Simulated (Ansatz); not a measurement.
# KBr (Fm-3m) in Ansatz: notebook

One crystal, KBr, is run at these levels: HSE06 form with a typed share of exact exchange; tasks: single point.

All numbers are computed with Ansatz 0.2.0; they aren't measurements. Logs are shortened: lines on timing, memory, paths and dates and some standing lists are left out, and cuts for length are marked.

## (1) The structure

The structure is cubic, space group Fm-3m (No. 225). The conventional cell has a = 6.600 Å, b = 6.600 Å, c = 6.600 Å, α = 90.00°, β = 90.00°, γ = 90.00°. Around Br (site symmetry m-3m) lie 6 K at 3.30 Å. K (site symmetry m-3m) is surrounded by 6 Br at 3.30 Å.

## (2) Single point, HSE06 form with a typed share of exact exchange

input

```
crystal:
  lattice:
    - [0.0, 3.3, 3.3]
    - [3.3, 0.0, 3.3]
    - [3.3, 3.3, 0.0]
  atoms:
    - { symbol: Br, position: [0.5, 0.5, 0.5] }
    - { symbol: K, position: [0.0, 0.0, 0.0] }
hamiltonian:
  xc: { exchange: pbe, correlation: pbe, exx: { coeff: 0.15, omega: 0.2 } }
  pseudopotentials: { kind: paw }
kpoints:
  mp_grid: { grid: [4, 4, 4] }
scf:
  occupations: { method: fermi_dirac, width: 0.05 }
output:
  forces: true
  stress: true
  eigenvalues: true
  write_density: true
  write_potential: true
  elf: true
  volumetric_format: npy
```

Potentials or basis: Ansatz PAW.

Standard output:

```text
Warning: output.stress: scf.convergence.dr2_threshold = 1e-7 eV (the SCF's general default) is looser than the 2e-10 eV advised for a printed stress (1e-10 eV for each atom of the cell: 2). What an SCF threshold leaves in a stress goes as its square root, and in the free energy as the threshold itself, and one threshold admits the most on a small cell: of the crystals measured, under no hybrid functional and no lock of the moments, on runs that ended without the residual-converged pass, on stresses that held no estimate of that error, the worst erred by over 100 MPa in a component at 1e-7 eV an atom and by under 5 at 1e-10. Set scf.convergence.dr2_threshold to 2e-10 eV or tighter. The threshold is an SCF's pass mark: one that does not reach it within its budget of iterations ends unconverged, or closes short of it on a stop that the run arms, and scf.convergence.dr2_threshold's page says what that costs each kind of run
Warning: output.stress: scf.exx.energy_threshold = 1e-6 eV is looser than the 2e-8 eV advised for a stress under a hybrid functional (1e-8 eV for each atom of the cell: 2). Every SCF of the exchange loop can meet its threshold on dr2 while the loop round them stops early: no threshold on dr2 bounds what that leaves in the stress. Set scf.exx.energy_threshold to 2e-8 eV or tighter. The threshold is the loop's pass mark: a loop that does not reach it within its budget of cycles ends unconverged, and scf.exx.energy_threshold's page has the law
GPUs: using 1 of 1 available (devices: 1).
Engine: ansatz 0.2.0, x86_64-unknown-linux-gnu
Pseudopotentials: kind: paw
Pseudopotential: Br, paw, valence charge 7, recommended cutoff 420 eV (normal), Br.paw.azcp
Pseudopotential: K, paw, valence charge 9, recommended cutoff 420 eV (normal), K.paw.azcp
Functional definition: unnamed
  parameter a_1 = 0.15
  parameter omega_1 = 0.2/angstrom
  exchange = pbe_x + (-a_1)*pbe_x_sr(omega_1) + a_1*exact_x_sr(omega_1)
  correlation = pbe_c
device memory: the entry about to start is reckoned to put 0.6 GiB on a device that reports 54.6 GiB free (of which the cap on the GPU budget leaves the run 18.0 GiB)
GPU FFT provider: cuFFT
GPU libraries: cuBLAS 13.8.2, cuFFT 12.4.0, cuSOLVER 12.3.4
Crystal: 2 atoms, lattice volume = 71.874 Å³
Basis set: ecut = 420 eV, 1411 PW (Γ), exchange–correlation on 64×64×64 points (8 copies of the dense FFT grid, shifted against one another)
Bands: 12, of which v1, the nominal top of the filled ones, is band 8 counted from 1 (7 counted from 0)
Symmetry: 48 space group operations
Space group: Fm-3m (ITA 225), of the structure as read, at distance tolerance 4.2e-5 Å
k-points: 8 of 64
Non-local potential: Br, projectors of the file, l = 0: 2, l = 1: 2, l = 2: 2
Non-local potential: K, projectors of the file, l = 0: 3, l = 1: 2, l = 2: 2
PAW form: soft (Blöchl's): semilocal exchange-correlation on the pseudo side does not see the compensation charge
PAW frozen core: Br, regenerated for the run's functional, and the local potential with it (the file was generated under x = pbe(κ = 0.804, μ = 0.2195149727645171), c = pbe(β = 0.06672455060314922))
PAW frozen core: K, regenerated for the run's functional, and the local potential with it (the file was generated under x = pbe(κ = 0.804, μ = 0.2195149727645171), c = pbe(β = 0.06672455060314922))
PAW one-centre angular grid: Br, 110 points (default); XC on 64 Gauss nodes
PAW one-centre angular grid: K, 110 points (default); XC on 64 Gauss nodes
Initial density: superposition of atomic densities (neutral atoms: chi_scale 0, normalization atom), corrected by the library's trained network
Initial wavefunctions: pseudopotential atomic-orbital guess
GPU buffer pool allocated for 32768 grid points (all kernels)
GPU transforms: local potential and band sums: pruned to the plane-wave sphere, on 32×32×32
Functional: x = pbe(κ = 0.804, μ = 0.2195149727645171), c = pbe(β = 0.06672455060314922), warm-up for x = pbe(κ = 0.804, μ = 0.2195149727645171) + 0.15 (exact − pbe) at short range (hse, ω = 0.2 Å⁻¹), c = pbe(β = 0.06672455060314922)
SCF iter   1: F=—  HF=-4324.493345 eV  |F-HF|=—  |Δ(HF+E_count)|=         —  Δρ=8.22e-4  dr2=7.58e-4  ethr=1.77e-3  ⟨swp⟩=2.4  Hψ=717  notcnv=0
preconditioner: auto → none  [insulator: Δε(μ)=4.409 eV  Ē_g=14.800 eV  σ=0.050 eV  W_gap=1.00  n_scr=14 (ndim 8)  ℏωp=16.4 eV  f_vac=0.056  D(μ)=0.00/eV (n_scr^D=0)]
iter 2 solved again at ethr=5.16e-8 eV; its pass at ethr=4.74e-6 eV (dr2=8.25e-6 eV) is discarded
SCF iter   2: F=-4324.493149 eV  HF=-4324.493139 eV  |F-HF|=1.07e-5  |Δ(HF+E_count)|=   2.07e-4  Δρ=1.10e-4  dr2=8.21e-6  ethr=5.16e-8  ⟨swp⟩=4.1  Hψ=490  notcnv=0  defer=1
SCF 1 stopped early in 2 iterations: F = -4324.493149 eV  dr2 = 8.21e-6
device memory: the entry about to start is reckoned to put 1.3 GiB on a device that reports 54.5 GiB free (of which the cap on the GPU budget leaves the run 18.0 GiB)
GPU FFT provider: cuFFT
GPU libraries: cuBLAS 13.8.2, cuFFT 12.4.0, cuSOLVER 12.3.4
Initial density: handed on by an earlier stage of this run
Initial wavefunctions: those handed on with the density
GPU buffer pool allocated for 32768 grid points (all kernels)
GPU transforms: local potential and band sums: pruned to the plane-wave sphere, on 32×32×32
Functional: x = pbe(κ = 0.804, μ = 0.2195149727645171) + 0.15 (exact − pbe) at short range (hse, ω = 0.2 Å⁻¹), c = pbe(β = 0.06672455060314922)
Exchange kernel: α = 0.1500, screened, ω = 0.2000 Å⁻¹, Wigner–Seitz truncation, v(0) = 1122.1975 eV·Å³, q-mesh 4×4×4, nearest image of the exchange supercell L = 18.67 Å, pair-density grid 18×18×18, without the augmentation charges, whose exchange is taken in its separable form by FFT convolution over the k-point mesh (sized by the pseudopotential files, 27×27×27 at the most), smooth part of the exact exchange by density-matrix convolution in up to 1.31 GiB of GPU memory as planned if the GPU has room (build and FFT work areas not counted)
Frozen-core exchange: fock
SCF iter   1: F=—  HF=-4326.235211 eV  |F-HF|=—  |Δ(HF+E_count)|=         —  Δρ=1.74e-3  dr2=1.93e-3  ethr=5.13e-7  ⟨swp⟩=11.4  Hψ=569  notcnv=0
preconditioner: auto → none  [insulator: Δε(μ)=5.156 eV  Ē_g=15.908 eV  σ=0.050 eV  W_gap=1.00  n_scr=14 (ndim 8)  ℏωp=16.4 eV  f_vac=0.056  D(μ)=0.00/eV (n_scr^D=0)]
SCF iter   2: F=—  HF=-4326.234669 eV  |F-HF|=—  |Δ(HF+E_count)|=   5.42e-4  Δρ=7.73e-4  dr2=2.50e-4  ethr=5.13e-7  ⟨swp⟩=3.9  Hψ=240  notcnv=0
SCF iter   3: F=—  HF=-4326.235024 eV  |F-HF|=—  |Δ(HF+E_count)|=   3.55e-4  Δρ=2.39e-4  dr2=4.76e-5  ethr=5.13e-7  ⟨swp⟩=4.0  Hψ=200  notcnv=0  defer=1
SCF iter   4: F=-4326.235011 eV  HF=-4326.235011 eV  |F-HF|=1.24e-7  |Δ(HF+E_count)|=   1.30e-5  Δρ=1.81e-5  dr2=3.91e-7  ethr=2.92e-7  ⟨swp⟩=3.0  Hψ=190  notcnv=0
SCF 2 stopped early in 4 iterations: F = -4326.235011 eV  dr2 = 3.91e-7
hybrid outer 1: dexx = +5.159e-4 eV, tail = 1.96e-6 eV
GPU FFT provider: cuFFT
GPU libraries: cuBLAS 13.8.2, cuFFT 12.4.0, cuSOLVER 12.3.4
GPU buffer pool allocated for 32768 grid points (all kernels)
GPU transforms: local potential and band sums: pruned to the plane-wave sphere, on 32×32×32
Exchange kernel: α = 0.1500, screened, ω = 0.2000 Å⁻¹, Wigner–Seitz truncation, v(0) = 1122.1975 eV·Å³, q-mesh 4×4×4, nearest image of the exchange supercell L = 18.67 Å, pair-density grid 18×18×18, without the augmentation charges, whose exchange is taken in its separable form by FFT convolution over the k-point mesh (sized by the pseudopotential files, 27×27×27 at the most), smooth part of the exact exchange by density-matrix convolution in up to 1.31 GiB of GPU memory as planned if the GPU has room (build and FFT work areas not counted)
Frozen-core exchange: fock
SCF iter   1: F=—  HF=-4326.235072 eV  |F-HF|=—  |Δ(HF+E_count)|=         —  Δρ=1.43e-5  dr2=8.36e-8  ethr=6.13e-8  ⟨swp⟩=7.8  Hψ=351  notcnv=0
preconditioner: auto → none  [insulator: Δε(μ)=5.143 eV  Ē_g=15.909 eV  σ=0.050 eV  W_gap=1.00  n_scr=14 (ndim 8)  ℏωp=16.4 eV  f_vac=0.076  D(μ)=0.00/eV (n_scr^D=0)]
SCF iter   2: F=-4326.235072 eV  HF=-4326.235072 eV  |F-HF|=3.23e-9  |Δ(HF+E_count)|=   1.73e-8  Δρ=3.89e-6  dr2=4.01e-9  ethr=5.02e-10  ⟨swp⟩=3.1  Hψ=196  notcnv=0
SCF 3 converged in 2 iterations: F = -4326.235072 eV  dr2 = 4.01e-9
  Residual-converged pass: ⟨swp⟩=3.9  Hψ=237  notcnv=0  max |occ|·‖R‖ = 2.1e-6 eV (tolerance 2.4e-6 eV)  dr2=4.33e-9  dr2_onsite=2.12e-10  max |Δocc| = 0.0e0
hybrid outer 2: dexx = +1.884e-8 eV, tail = 8.67e-9 eV, Δε = 7.62e-4 eV (about 5.14e-5 eV left of the loop's levels)
hybrid SCF converged: 2 outer / 6 inner (+2 warm-up), last move |dexx| = 1.88e-8 eV, tail = 8.67e-9 eV
Stability not checked: this state was not tested for a lower state beside it, because the functional holds exact exchange (a hybrid, or Hartree-Fock), whose exchange loop this test does not read (fock_operator; see scf.lower_state_search)
Free energy (F): -4326.235072 eV
Frozen-core exchange: fock
Harris-Foulkes:  -4326.235072 eV  (|F-HF|=3.23e-9)
Internal energy: -4326.235072 eV  (E = F + TS)
E sigma→0 (E₀):  -4326.235072 eV
Fermi energy:    3.155505 eV
--- Per-component energies (eV) ---
  E_band       = -148.714165
  E_kinetic    = 388.350409
  E_local      = -838.365457  (includes V_loc(G=0)·N_el)
  E_nonlocal   = 82.665367
  E_hartree    = 272.025414
  E_xc         = -350.219697
  E_vxc        = -236.569299  (∫ρ·V_xc dr)
  E_exx        = -22.566663  (= α·E_x^exact, valence–valence)
  E_paw        = -3057.836099  (= ΣΔE_a)
  E_vpaw       = -43.712925  (= ΣTr[D̂ρ^β])
  E_aug_tail   = -0.000004  (compensation charges beyond the density's cutoff)
  E_ewald      = -799.985846
  E_core_change = -0.302494  (= ΣΔE_core)
  E_smearing   = -0.000000  (= −TS)
  E_closure    = -0.000002  (closes the sum)
  Σ components = -4326.235072   (vs F -4326.235072, Δ=9.09e-13)
--- Forces (eV/Å), atoms counted from 1 ---
  atom   1  Br     0.00000000    -0.00000000     0.00000000
  atom   2  K     -0.00000000     0.00000000    -0.00000000
  max |Σ_I F_I| component: 6.64e-30 eV/Å
--- Stress (GPa, compression-positive) ---
        0.565271      -0.000000      -0.000000
       -0.000000       0.565271      -0.000000
       -0.000000      -0.000000       0.565271
  P = ⅓ Tr σ = 0.5653 GPa (5.653 kbar)
--- Band table (eV; the first three rows and the last of 8) ---
  k-point 0: bands = ["-28.5331", "-12.3572", "-11.1987", "-11.1987", "-11.1987", "0.5497", "0.5497", "0.5497", "5.6925", "8.9836", "8.9836", "8.9836"]
  k-point 1: bands = ["-28.5302", "-12.4517", "-11.2009", "-11.2009", "-11.0633", "-0.1337", "0.3725", "0.3725", "6.9572", "8.8240", "9.7118", "9.7118"]
  k-point 2: bands = ["-28.5273", "-12.5309", "-11.2031", "-11.2031", "-10.9419", "-0.6647", "0.2080", "0.2080", "7.8420", "9.6127", "11.2877", "11.2877"]
  k-point 7: bands = ["-28.5256", "-12.3472", "-11.2634", "-11.2634", "-11.1001", "-0.0602", "-0.0602", "-0.0032", "8.7061", "8.7061", "9.6198", "10.4783"]
```

Run time: 7 s. Hardware: 1 × NVIDIA H100 80GB HBM3 with 2 threads of AMD EPYC 7R13 (Zen 3), shared host; peak memory 1.4 GiB.

Results:

```
Free energy            : -4326.2351 eV
Pressure               : 0.6 GPa
Band gap on the k mesh : 5.14 eV, direct
```

Caveat: the PAW data sets come from PBE, with cores solved anew for the run's functional, which leaves a small shift of forces and pressure; the thresholds are loose for stress.

## (3) Single point, HSE06 form with a typed share of exact exchange

input, as its differences from that of step 2:

```diff
@@ -9,3 +9,3 @@
 hamiltonian:
-  xc: { exchange: pbe, correlation: pbe, exx: { coeff: 0.15, omega: 0.2 } }
+  xc: { exchange: pbe, correlation: pbe, exx: { coeff: 0.2, omega: 0.2 } }
   pseudopotentials: { kind: paw }
```

Potentials or basis: Ansatz PAW.

Wall time 10 s (1 × NVIDIA H100 80GB HBM3 with 2 threads of AMD EPYC 7R13 (Zen 3), shared host); peak memory 1.4 GiB.

Results (log left out):

- Free energy: -4326.8204 eV
- Pressure: 0.5 GPa
- Band gap on the k mesh: 5.38 eV, direct

Levels at points of the mesh, in eV from the valence-band top:
```csv
k point,band 5,band 6,band 7,band 8,band 9,band 10,band 11,band 12
"(0.00, 0.00, 0.00)",-11.91,0.00,0.00,0.00,5.38,8.71,8.71,8.71
"(0.00, 0.00, -0.50)",-11.65,-1.23,-0.34,-0.34,7.53,9.34,11.07,11.07
"(0.00, -0.50, -0.50)",-11.95,-0.86,-0.30,-0.30,6.84,8.25,10.54,10.67
```

Caveat: the PAW data sets come from PBE, with cores solved anew for the run's functional, which leaves a small shift of forces and pressure; the thresholds are loose for stress.
